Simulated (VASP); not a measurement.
A run of VASP 6.6.1 is set up as follows.

The input INCAR:

```
SYSTEM = HfO2
PREC     = Accurate       ! precision mode
ENCUT    = 520            ! plane-wave cutoff, eV
EDIFF    = 1E-6           ! SCF threshold, eV
ISMEAR   = 0              ! smearing method
SIGMA    = 0.02           ! smearing width, eV
LREAL    = .False.        ! projectors in reciprocal space
LASPH    = .True.         ! aspherical terms in the spheres
NELM     = 100            ! most SCF steps
ALGO     = Normal         ! electronic algorithm
ISIF     = 2              ! what is computed and relaxed
LWAVE    = .False.        ! write WAVECAR
LCHARG   = .False.        ! write CHGCAR
MAGMOM   = 0 0 0 0 0 0 0 0 0 ! initial moments
LORBIT   = 11             ! projections on sites
LSORBIT  = .True.         ! spin-orbit coupling
GGA_COMPAT= .False.      
LMAXMIX  = 4              ! l up to which the mixer works
METAGGA  = R2SCAN         ! meta-GGA
LMIXTAU  = .True.       
KPAR     = 2
```

File KPOINTS:

```
Automatic mesh
0
Gamma
  8 8 8
  0 0 0
```

POSCAR

```
HfO2
1.0
    0.0000000000      2.5575000000      2.5575000000
    2.5575000000      0.0000000000      2.5575000000
    2.5575000000      2.5575000000      0.0000000000
Hf O
1 2
Direct
    0.0000000000      0.0000000000      0.0000000000
    0.7500000000      0.7500000000      0.7500000000
    0.2500000000      0.2500000000      0.2500000000
```

The input KPOINTS_OPT:

```
path GXWKGLUWLK,UX
10
line-mode
reciprocal
 0.0000000000  0.0000000000  0.0000000000  G
 0.5000000000  0.0000000000  0.5000000000  X

 0.5000000000  0.0000000000  0.5000000000  X
 0.5000000000  0.2500000000  0.7500000000  W

 0.5000000000  0.2500000000  0.7500000000  W
 0.3750000000  0.3750000000  0.7500000000  K

 0.3750000000  0.3750000000  0.7500000000  K
 0.0000000000  0.0000000000  0.0000000000  G

 0.0000000000  0.0000000000  0.0000000000  G
 0.5000000000  0.5000000000  0.5000000000  L

 0.5000000000  0.5000000000  0.5000000000  L
 0.6250000000  0.2500000000  0.6250000000  U

 0.6250000000  0.2500000000  0.6250000000  U
 0.5000000000  0.2500000000  0.7500000000  W

 0.5000000000  0.2500000000  0.7500000000  W
 0.5000000000  0.5000000000  0.5000000000  L

 0.5000000000  0.5000000000  0.5000000000  L
 0.3750000000  0.3750000000  0.7500000000  K

 0.6250000000  0.2500000000  0.6250000000  U
 0.5000000000  0.0000000000  0.5000000000  X
```

Potentials or basis: VASP PAW PBE potentials, release 64 (Hf_pv, O).

Run with:

```bash
$ cat potpaw_PBE.64/Hf_pv/POTCAR potpaw_PBE.64/O/POTCAR > POTCAR
$ mpirun -np 2 vasp_ncl > vasp.out
```

**Question.** What does it give for the pressure?

**Answer.** -11.9 GPa.

Caveat: the PAW data sets were made with another functional, which shifts forces and pressure a little.
